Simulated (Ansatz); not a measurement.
# GaAs (F-43m) in Ansatz: a series of runs

The runs below take GaAs through band structure, single point, equation of state, with exchange-only PBE, PBE.

Everything below comes from runs of Ansatz 0.2.0. Logs are shortened: lines on timing, memory, paths and dates and some standing lists are left out, and cuts for length are marked.

**What was measured.**

“Evidence of valence band perturbations in GaAsN/GaAs(001): A combined variable-angle spectroscopic ellipsometry and modulated photoreflectance investigation”, 2008, arxiv:0805.2212 reports, for a bulk crystal of GaAs at 300 K: band gap 1.412 ± 0.01 eV (direct).

How close the calculation comes is told below.

## (1) The crystal as given

The structure is cubic, space group F-43m (No. 216). The conventional cell has a = 5.654 Å, b = 5.654 Å, c = 5.654 Å, α = 90.00°, β = 90.00°, γ = 90.00°. As (site symmetry -43m) has 4 Ga at 2.45 Å as nearest neighbours. Ga (site symmetry -43m) is surrounded by 4 As at 2.45 Å.

## (2) Band structure, exchange-only PBE

Input file input.yaml:

```yaml
crystal:
  lattice:
    - [0.0, 2.82685, 2.82685]
    - [2.82685, 0.0, 2.82685]
    - [2.82685, 2.82685, 0.0]
  atoms:
    - { symbol: As, position: [0.75, 0.75, 0.75] }
    - { symbol: Ga, position: [0.0, 0.0, 0.0] }
hamiltonian:
  xc: { exchange: pbe, correlation: none }
  pseudopotentials: { kind: paw }
kpoints:
  mp_grid: { grid: [8, 8, 8] }
  band_path:
    path:
      - [[0.0, 0.0, 0.0], [0.5, 0.0, 0.5], [0.5, 0.25, 0.75], [0.375, 0.375, 0.75], [0.0, 0.0, 0.0], [0.5, 0.5, 0.5], [0.625, 0.25, 0.625], [0.5, 0.25, 0.75], [0.5, 0.5, 0.5], [0.375, 0.375, 0.75]]
      - [[0.625, 0.25, 0.625], [0.5, 0.0, 0.5]]
    npoints: 14
scf:
  occupations: { method: fermi_dirac, width: 0.05 }
  n_extra_bands: 6
output:
  forces: true
  stress: true
  eigenvalues: true
  fatbands: false
```

Potentials or basis: Ansatz PAW.

Started as:

```
ansatz run input.yaml --threads 2 --pin off --max-ram 5120MiB --backend cpu --events-out ev --progress --plain --runs-dir out
```

Log:

```text
Warning: RAYON_NUM_THREADS=2 ignored (pool sized by the plan → 2); use --threads N
scf.n_extra_bands = 6 over 14 filled bands (N_el = 28.0): the run solves 20 bands
Engine: ansatz 0.2.0, aarch64-unknown-linux-gnu
Pseudopotentials: kind: paw
Pseudopotential: As, paw, valence charge 15, recommended cutoff 420 eV (normal), As.paw.azcp
Pseudopotential: Ga, paw, valence charge 13, recommended cutoff 420 eV (normal), Ga.paw.azcp
Functional definition: unnamed
  exchange = pbe_x
  correlation = 0
Crystal: 2 atoms, lattice volume = 45.179 Å³
Basis set: ecut = 420 eV, 893 PW (Γ), exchange–correlation on 54×54×54 points (8 copies of the dense FFT grid, shifted against one another)
Bands: 20, of which v1, the nominal top of the filled ones, is band 14 counted from 1 (13 counted from 0)
Symmetry: 24 space group operations
Space group: F-43m (ITA 216), of the structure as read, at distance tolerance 3.6e-5 Å
k-points: 29 of 512 (time reversal used)
Non-local potential: As, projectors of the file, l = 0: 2, l = 1: 2, l = 2: 3, l = 3: 1
Non-local potential: Ga, projectors of the file, l = 0: 2, l = 1: 2, l = 2: 3, l = 3: 1
PAW form: soft (Blöchl's): semilocal exchange-correlation on the pseudo side does not see the compensation charge
PAW frozen core: As, regenerated for the run's functional, and the local potential with it (the file was generated under x = pbe(κ = 0.804, μ = 0.2195149727645171), c = pbe(β = 0.06672455060314922))
PAW frozen core: Ga, regenerated for the run's functional, and the local potential with it (the file was generated under x = pbe(κ = 0.804, μ = 0.2195149727645171), c = pbe(β = 0.06672455060314922))
PAW one-centre angular grid: As, 590 points (default); XC on 64 Gauss nodes
PAW one-centre angular grid: Ga, 590 points (default); XC on 64 Gauss nodes
Initial density: superposition of atomic densities (neutral atoms: chi_scale 0, normalization atom), corrected by the library's trained network
Initial wavefunctions: pseudopotential atomic-orbital guess
Functional: x = pbe(κ = 0.804, μ = 0.2195149727645171), c = none
SCF iter   1: F=—  HF=-8554.859687 eV  |F-HF|=—  |Δ(HF+E_count)|=         —  Δρ=6.21e-3  dr2=5.71e-3  ethr=1.77e-3  ⟨swp⟩=5.7  Hψ=2952  notcnv=0  defer=1
preconditioner: auto → none  [insulator: Δε(μ)=0.458 eV  Ē_g=17.131 eV  σ=0.050 eV  W_gap=0.98  n_scr=14 (ndim 8)  ℏωp=23.4 eV  f_vac=0.086  D(μ)=0.00/eV (n_scr^D=0)  ε∞_Penn≈2.9]
SCF iter   2: F=—  HF=-8554.852060 eV  |F-HF|=—  |Δ(HF+E_count)|=   7.63e-3  Δρ=1.50e-3  dr2=1.07e-3  ethr=2.04e-5  ⟨swp⟩=2.0  Hψ=1349  notcnv=0  defer=43
SCF iter   3: F=—  HF=-8554.851524 eV  |F-HF|=—  |Δ(HF+E_count)|=   5.36e-4  Δρ=9.88e-4  dr2=1.76e-4  ethr=3.84e-6  ⟨swp⟩=2.0  Hψ=803  notcnv=0  defer=43
SCF iter   4: F=—  HF=-8554.851534 eV  |F-HF|=—  |Δ(HF+E_count)|=   9.91e-6  Δρ=3.45e-4  dr2=2.06e-5  ethr=6.30e-7  ⟨swp⟩=2.0  Hψ=798  notcnv=0  defer=43
SCF iter   5: F=—  HF=-8554.851539 eV  |F-HF|=—  |Δ(HF+E_count)|=   5.22e-6  Δρ=7.61e-5  dr2=1.08e-6  ethr=7.35e-8  ⟨swp⟩=2.0  Hψ=943  notcnv=0  defer=43
SCF iter   6: F=-8554.851540 eV  HF=-8554.851540 eV  |F-HF|=1.65e-8  |Δ(HF+E_count)|=   1.31e-6  Δρ=8.80e-6  dr2=1.67e-8  ethr=3.57e-10  ⟨swp⟩=6.1  Hψ=2754  notcnv=0
SCF 1 converged in 6 iterations: F = -8554.851540 eV  dr2 = 1.67e-8
NSCF: frozen V_eff on 142 k-points
SCF converged after 6 iterations
Free energy (F): -8554.851540 eV
Harris-Foulkes:  -8554.851540 eV  (|F-HF|=1.65e-8)
Internal energy: -8554.851498 eV  (E = F + TS)
E sigma→0 (E₀):  -8554.851519 eV
Entropy (-TS):   -0.000043 eV (-0.021 meV/atom)
Fermi energy:    9.920759 eV
--- Per-component energies (eV) ---
  E_band       = -266.941455
  E_kinetic    = 220.693822
  E_local      = -3903.127089  (includes V_loc(G=0)·N_el)
  E_nonlocal   = -258.283405
  E_hartree    = 1973.886911
  E_xc         = -134.467913
  E_vxc        = -122.996694  (∫ρ·V_xc dr)
  E_paw        = -3755.327694  (= ΣΔE_a)
  E_vpaw       = -151.007622  (= ΣTr[D̂ρ^β])
  E_aug_tail   = -0.000143  (compensation charges beyond the density's cutoff)
  E_ewald      = -2698.727786
  E_core_change = 0.501800  (= ΣΔE_core)
  E_smearing   = -0.000043  (= −TS)
  E_closure    = -0.000000  (closes the sum)
  Σ components = -8554.851540   (vs F -8554.851540, Δ=0.00e0)
--- Forces (eV/Å), atoms counted from 1 ---
  atom   1  As     0.00000000    -0.00000000     0.00000000
  atom   2  Ga    -0.00000000     0.00000000     0.00000000
  max |Σ_I F_I| component: 2.20e-16 eV/Å
--- Stress (GPa, compression-positive) ---
       12.992088       0.000000      -0.000000
       -0.000000      12.992088       0.000000
       -0.000000       0.000000      12.992088
  P = ⅓ Tr σ = 12.9921 GPa (129.921 kbar)
--- Band table (eV; the first three rows and the last of 29) ---
  k-point 0: bands = ["-25.2081", "-25.2081", "-25.2081", "-25.1977", "-25.1977", "-5.0313", "-5.0313", "-5.0313", "-4.9513", "-4.9513", "-3.0663", "9.6659", "9.6659", "9.6659", "10.1169", "13.4246", "13.4246", "13.4246", "17.5221", "19.9172"]
  k-point 1: bands = ["-25.2081", "-25.2080", "-25.2080", "-25.1977", "-25.1977", "-5.0461", "-5.0277", "-5.0277", "-4.9515", "-4.9515", "-2.8839", "7.6914", "9.4319", "9.4319", "11.2198", "13.7685", "13.7685", "13.9132", "18.4194", "19.0875"]
  k-point 2: bands = ["-25.2080", "-25.2077", "-25.2077", "-25.1976", "-25.1976", "-5.0779", "-5.0198", "-5.0198", "-4.9511", "-4.9511", "-2.3765", "5.5312", "8.9918", "8.9918", "11.1145", "14.2919", "14.2919", "15.6822", "18.8485", "18.8485"]
  k-point 28: bands = ["-25.2078", "-25.2074", "-25.2063", "-25.1979", "-25.1971", "-5.1365", "-4.9989", "-4.9862", "-4.9620", "-4.9477", "-0.5310", "3.0222", "6.1883", "6.3800", "14.2457", "14.5316", "15.1167", "15.8614", "20.7808", "21.9811"]
```

Wall time 3 s (2 threads of Arm Neoverse V2, shared host); peak memory 0.33 GiB.

Results:

| Item | Value |
| --- | --- |
| Free energy | -8554.8515 eV |
| Pressure | 13.0 GPa |
| Band gap on the k mesh | 0.45 eV, direct |
| Band gap along the path | 0.45 eV, direct |

Levels at the corners of the path, in eV from the valence-band top:
```
point  band 12  band 13  band 14  band 15  band 16  band 17
    Γ     0.00     0.00     0.00     0.45     3.76     3.76
    X    -6.82    -2.66    -2.66     1.62     1.75    10.13
    W    -6.64    -3.48    -3.29     4.58     4.87     5.45
    K    -6.64    -3.79    -2.24     2.07     4.70     7.99
    Γ     0.00     0.00     0.00     0.45     3.76     3.76
    L    -6.61    -1.14    -1.14     1.02     4.70     4.70
    U    -6.64    -3.79    -2.24     2.07     4.70     7.99
    W    -6.64    -3.48    -3.29     4.58     4.87     5.45
    L    -6.61    -1.14    -1.14     1.02     4.70     4.70
    K    -6.64    -3.79    -2.24     2.07     4.70     7.99
    U    -6.64    -3.79    -2.24     2.07     4.70     7.99
    X    -6.82    -2.66    -2.66     1.62     1.75    10.13
```

Caveat: the PAW data sets come from PBE, with cores solved anew for the run's functional, which leaves a small shift of forces and pressure.

## (3) Band structure, PBE

Edit input.yaml of step 2 so:

```diff
@@ -9,4 +9,4 @@
 hamiltonian:
-  xc: { exchange: pbe, correlation: none }
-  pseudopotentials: { kind: paw }
+  xc: pbe
+  pseudopotentials: { kind: paw, partial_waves: polarizable }
 kpoints:
```

Potentials or basis: Ansatz PAW polarizable.

Started as:

```
ansatz run input.yaml --threads 2 --pin off --max-ram 5120MiB --backend cpu --events-out ev --progress --plain --runs-dir out
```

Log:

```text
Warning: RAYON_NUM_THREADS=2 ignored (pool sized by the plan → 2); use --threads N
scf.n_extra_bands = 6 over 14 filled bands (N_el = 28.0): the run solves 20 bands
[... 4 set-up lines as earlier in the session ...]
Functional definition: PBE
  parameter kappa = 0.804
  parameter beta = 0.06672455060314922
  exchange = pbe_x(kappa = kappa, mu = beta*pi^2/3)
  correlation = pbe_c(beta = beta)
Crystal: 2 atoms, lattice volume = 45.179 Å³
Basis set: ecut = 420 eV, 893 PW (Γ), exchange–correlation on 54×54×54 points (8 copies of the dense FFT grid, shifted against one another)
[... 42 lines left out ...]
  E_ewald      = -2698.727786
  E_smearing   = -0.000025  (= −TS)
  E_closure    = -0.000000  (closes the sum)
  Σ components = -8639.834096   (vs F -8639.834096, Δ=0.00e0)
--- Forces (eV/Å), atoms counted from 1 ---
  atom   1  As     0.00000000    -0.00000000     0.00000000
  atom   2  Ga    -0.00000000     0.00000000     0.00000000
  max |Σ_I F_I| component: 2.22e-16 eV/Å
--- Stress (GPa, compression-positive) ---
        3.270384      -0.000000       0.000000
       -0.000000       3.270384       0.000000
        0.000000       0.000000       3.270384
  P = ⅓ Tr σ = 3.2704 GPa (32.704 kbar)
--- Band table (eV; the first three rows and the last of 29) ---
  k-point 0: bands = ["-26.9510", "-26.9510", "-26.9510", "-26.9412", "-26.9412", "-6.5989", "-6.5989", "-6.5989", "-6.5200", "-6.5200", "-4.5436", "8.1840", "8.1840", "8.1840", "8.6996", "11.9233", "11.9233", "11.9233", "15.7801", "18.3453"]
  k-point 1: bands = ["-26.9509", "-26.9508", "-26.9508", "-26.9412", "-26.9412", "-6.6127", "-6.5953", "-6.5953", "-6.5202", "-6.5202", "-4.3608", "6.2224", "7.9484", "7.9484", "9.7759", "12.2707", "12.2707", "12.3829", "16.7165", "17.4782"]
  k-point 2: bands = ["-26.9508", "-26.9505", "-26.9505", "-26.9411", "-26.9411", "-6.6428", "-6.5875", "-6.5875", "-6.5197", "-6.5197", "-3.8509", "4.0492", "7.5069", "7.5069", "9.6371", "12.7887", "12.7887", "14.1408", "17.1556", "17.2347"]
  k-point 28: bands = ["-26.9507", "-26.9503", "-26.9492", "-26.9413", "-26.9406", "-6.6993", "-6.5672", "-6.5545", "-6.5306", "-6.5164", "-1.9855", "1.5602", "4.6533", "4.8464", "12.8072", "12.9081", "13.5996", "14.2334", "19.2594", "20.4610"]
```

It took 2.9 s on 2 threads of Arm Neoverse V2, shared host; peak memory 0.38 GiB.

Results:

```
Free energy             : -8639.8341 eV
Pressure                : 3.3 GPa
Band gap on the k mesh  : 0.52 eV, direct
Band gap along the path : 0.52 eV, direct
```

Levels at the corners of the path, in eV from the valence-band top:
| point | band 11 | band 12 | band 13 | band 14 | band 15 | band 16 | band 17 | band 18 |
| --- | --- | --- | --- | --- | --- | --- | --- | --- |
| Γ | -12.73 | 0.00 | 0.00 | 0.00 | 0.52 | 3.74 | 3.74 | 3.74 |
| X | -10.23 | -6.81 | -2.67 | -2.67 | 1.47 | 1.66 | 10.17 | 10.17 |
| W | -10.17 | -6.62 | -3.53 | -3.34 | 4.62 | 4.72 | 5.42 | 6.05 |
| K | -10.26 | -6.62 | -3.85 | -2.26 | 1.97 | 4.64 | 7.96 | 8.07 |
| Γ | -12.73 | 0.00 | 0.00 | 0.00 | 0.52 | 3.74 | 3.74 | 3.74 |
| L | -10.96 | -6.63 | -1.14 | -1.14 | 1.00 | 4.65 | 4.65 | 7.76 |
| U | -10.26 | -6.62 | -3.85 | -2.26 | 1.97 | 4.64 | 7.96 | 8.07 |
| W | -10.17 | -6.62 | -3.53 | -3.34 | 4.62 | 4.72 | 5.42 | 6.05 |
| L | -10.96 | -6.63 | -1.14 | -1.14 | 1.00 | 4.65 | 4.65 | 7.76 |
| K | -10.26 | -6.62 | -3.85 | -2.26 | 1.97 | 4.64 | 7.96 | 8.07 |
| U | -10.26 | -6.62 | -3.85 | -2.26 | 1.97 | 4.64 | 7.96 | 8.07 |
| X | -10.23 | -6.81 | -2.67 | -2.67 | 1.47 | 1.66 | 10.17 | 10.17 |

## (4) Single point, PBE, 21.23 Å³/atom (volume scaled by 0.94)

Input file input.yaml:

```yaml
crystal:
  lattice:
    - [0.0, 2.7691429914, 2.7691429914]
    - [2.7691429914, 0.0, 2.7691429914]
    - [2.7691429914, 2.7691429914, 0.0]
  atoms:
    - { symbol: As, position: [0.75, 0.75, 0.75] }
    - { symbol: Ga, position: [0.0, 0.0, 0.0] }
hamiltonian:
  xc: pbe
  pseudopotentials: { kind: nc, accuracy: standard }
kpoints:
  mp_grid: { grid: [8, 8, 8] }
scf:
  occupations: { method: fermi_dirac, width: 0.05 }
output:
  forces: true
  stress: true
  eigenvalues: true
```

Potentials or basis: PseudoDojo standard (PBE files).

Started as:

```
ansatz run input.yaml --threads 2 --pin off --max-ram 5120MiB --backend cpu --events-out ev --progress --plain --runs-dir out
```

Run time: 2.4 s. Hardware: 2 threads of Arm Neoverse V2, shared host; peak memory 0.35 GiB.

Results (log left out):

| Property | Result |
| --- | --- |
| Free energy | -4967.7305 eV |
| Pressure | 8.8 GPa |
| Band gap on the k mesh | 0.99 eV, direct |

## (5) Single point, PBE, 21.69 Å³/atom (volume scaled by 0.96)

Edit input.yaml of step 4 so:

```diff
@@ -2,5 +2,5 @@
   lattice:
-    - [0.0, 2.7691429914, 2.7691429914]
-    - [2.7691429914, 0.0, 2.7691429914]
-    - [2.7691429914, 2.7691429914, 0.0]
+    - [0.0, 2.7886446409, 2.7886446409]
+    - [2.7886446409, 0.0, 2.7886446409]
+    - [2.7886446409, 2.7886446409, 0.0]
   atoms:
```

Started as:

```
ansatz run input.yaml --threads 2 --pin off --max-ram 5120MiB --backend cpu --events-out ev --progress --plain --runs-dir out
```

Run time: 2.4 s. Hardware: 2 threads of Arm Neoverse V2, shared host; peak memory 0.35 GiB.

It converged, with:

```yaml
Free_energy: -4967.7745 eV
Pressure: 6.8 GPa
Band_gap_on_the_k_mesh: 0.83 eV, direct
```

## (6) Single point, PBE, 22.14 Å³/atom (volume scaled by 0.98)

Edit input.yaml of step 5 so:

```diff
@@ -2,5 +2,5 @@
   lattice:
-    - [0.0, 2.7886446409, 2.7886446409]
-    - [2.7886446409, 0.0, 2.7886446409]
-    - [2.7886446409, 2.7886446409, 0.0]
+    - [0.0, 2.8078772807, 2.8078772807]
+    - [2.8078772807, 0.0, 2.8078772807]
+    - [2.8078772807, 2.8078772807, 0.0]
   atoms:
@@ -19 +19,5 @@
   eigenvalues: true
+  write_density: true
+  write_potential: true
+  elf: true
+  volumetric_format: npy
```

Potentials or basis: PseudoDojo standard (PBE files).

Started as:

```
ansatz run input.yaml --threads 2 --pin off --max-ram 5120MiB --backend cpu --events-out ev --progress --plain --runs-dir out
```

It took 3.4 s on 2 threads of Arm Neoverse V2, shared host; peak memory 0.36 GiB.

Results (log left out):

```yaml
Free_energy: -4967.8078 eV
Pressure: 5.0 GPa
Band_gap_on_the_k_mesh: 0.67 eV, direct
```

## (7) Single point, PBE, 22.59 Å³/atom

Edit input.yaml of step 6 so:

```diff
@@ -2,5 +2,5 @@
   lattice:
-    - [0.0, 2.8078772807, 2.8078772807]
-    - [2.8078772807, 0.0, 2.8078772807]
-    - [2.8078772807, 2.8078772807, 0.0]
+    - [0.0, 2.82685, 2.82685]
+    - [2.82685, 0.0, 2.82685]
+    - [2.82685, 2.82685, 0.0]
   atoms:
```

Started as:

```
ansatz run input.yaml --threads 2 --pin off --max-ram 5120MiB --backend cpu --events-out ev --progress --plain --runs-dir out
```

It took 3.5 s on 2 threads of Arm Neoverse V2, shared host; peak memory 0.37 GiB.

The run converged. Its results:

```
Free energy            : -4967.8314 eV
Pressure               : 3.4 GPa
Band gap on the k mesh : 0.52 eV, direct
```

## (8) Single point, PBE, 23.04 Å³/atom (volume scaled by 1.02)

Edit input.yaml of step 7 so:

```diff
@@ -2,5 +2,5 @@
   lattice:
-    - [0.0, 2.82685, 2.82685]
-    - [2.82685, 0.0, 2.82685]
-    - [2.82685, 2.82685, 0.0]
+    - [0.0, 2.8455714065, 2.8455714065]
+    - [2.8455714065, 0.0, 2.8455714065]
+    - [2.8455714065, 2.8455714065, 0.0]
   atoms:
```

Started as:

```
ansatz run input.yaml --threads 2 --pin off --max-ram 5120MiB --backend cpu --events-out ev --progress --plain --runs-dir out
```

It took 3.5 s on 2 threads of Arm Neoverse V2, shared host; peak memory 0.37 GiB.

Results (log left out):

* Free energy: -4967.8464 eV
* Pressure: 1.9 GPa
* Band gap on the k mesh: 0.37 eV, direct

## (9) Single point, PBE, 23.49 Å³/atom (volume scaled by 1.04)

Input file input.yaml:

```yaml
crystal:
  lattice:
    - [0.0, 2.8640496607, 2.8640496607]
    - [2.8640496607, 0.0, 2.8640496607]
    - [2.8640496607, 2.8640496607, 0.0]
  atoms:
    - { symbol: As, position: [0.75, 0.75, 0.75] }
    - { symbol: Ga, position: [0.0, 0.0, 0.0] }
hamiltonian:
  xc: pbe
  pseudopotentials: { kind: nc, accuracy: standard }
kpoints:
  mp_grid: { grid: [8, 8, 8] }
scf:
  occupations: { method: fermi_dirac, width: 0.05 }
output:
  forces: true
  stress: true
  eigenvalues: true
```

Potentials or basis: PseudoDojo standard (PBE files).

Started as:

```
ansatz run input.yaml --threads 2 --pin off --max-ram 5120MiB --backend cpu --events-out ev --progress --plain --runs-dir out
```

Run time: 2.5 s. Hardware: 2 threads of Arm Neoverse V2, shared host; peak memory 0.35 GiB.

The run converged. Its results:

```
Free energy            : -4967.8536 eV
Pressure               : 0.7 GPa
Band gap on the k mesh : 0.22 eV, direct
```

## (10) Single point, PBE, 23.94 Å³/atom (volume scaled by 1.06)

Edit input.yaml of step 9 so:

```diff
@@ -2,5 +2,5 @@
   lattice:
-    - [0.0, 2.8640496607, 2.8640496607]
-    - [2.8640496607, 0.0, 2.8640496607]
-    - [2.8640496607, 2.8640496607, 0.0]
+    - [0.0, 2.8822925071, 2.8822925071]
+    - [2.8822925071, 0.0, 2.8822925071]
+    - [2.8822925071, 2.8822925071, 0.0]
   atoms:
@@ -19 +19,5 @@
   eigenvalues: true
+  write_density: true
+  write_potential: true
+  elf: true
+  volumetric_format: npy
```

Started as:

```
ansatz run input.yaml --threads 2 --pin off --max-ram 5120MiB --backend cpu --events-out ev --progress --plain --runs-dir out
```

It took 3.6 s on 2 threads of Arm Neoverse V2, shared host; peak memory 0.37 GiB.

Results (log left out):

```yaml
Free_energy: -4967.8540 eV
Pressure: -0.5 GPa
Band_gap_on_the_k_mesh: 0.09 eV, direct
```

## (11) Equation of state, PBE

Potentials or basis: PseudoDojo standard.

This step only gathers the single runs of the series.

Results:

```yaml
Equilibrium_volume: 23.74 Å³/atom
Bulk_modulus: 60 GPa
Pressure_derivative_of_the_bulk_modulus: 4.8
```

Energy against volume, from the lowest point:
```
volume (Å³/atom)  energy (meV/atom)
          21.234              61.78
          21.686              39.77
          22.138              23.13
          22.590              11.31
          23.041               3.82
          23.493               0.20
          23.945               0.00
```

PBE usually gives volumes a little too large and moduli too small. Zero-point motion and thermal expansion aren't in these numbers.

## (12) The runs side by side

| task | level | potentials or basis | cutoff (eV) | points for each segment of the path | gap on the mesh (eV) | pressure (GPa) |
| --- | --- | --- | --- | --- | --- | --- |
| band structure | exchange-only PBE | Ansatz PAW | 420 | 14 | 0.45 | 13.0 |
| band structure | PBE | Ansatz PAW polarizable | 420 | 14 | 0.52 | 3.3 |
| equation of state | PBE | PseudoDojo standard | 1143 | - | - | - |

Alike in all rows: no spin polarisation; cell as given; k mesh 8 × 8 × 8; smearing fermi-dirac 0.05 eV.

Caveats: the PAW data sets come from PBE, with cores solved anew for the run's functional, which leaves a small shift of forces and pressure (some runs).

Absolute energies hang on the potentials; compare differences alone.

## (13) Against experiment

Step 2. Measured gap of GaAs: 1.412 eV (direct; 300 K; “Evidence of valence band perturbations in GaAsN/GaAs(001): A combined variable-angle spectroscopic ellipsometry and modulated photoreflectance investigation”, 2008, arxiv:0805.2212). This calculation gives 0.45 eV (-0.96 eV). 3 values of this kind are on record (1.412 to 1.51 eV); this one was drawn at random among those near their median, those with a stated uncertainty first. Spin-orbit coupling on As, Ga is left out. The value is that of exchange-only PBE, without temperature or zero-point motion.

Step 3. A measured gap of GaAs is 1.412 eV (direct; 300 K; “Evidence of valence band perturbations in GaAsN/GaAs(001): A combined variable-angle spectroscopic ellipsometry and modulated photoreflectance investigation”, 2008, arxiv:0805.2212); the calculated 0.52 eV misses it by -0.90 eV. 3 values of this kind are on record (1.412 to 1.51 eV); this one was drawn at random among those near their median, those with a stated uncertainty first. Spin-orbit coupling on As, Ga is left out. The value is that of PBE, without temperature or zero-point motion. Semilocal functionals fall short of measured gaps as a rule.
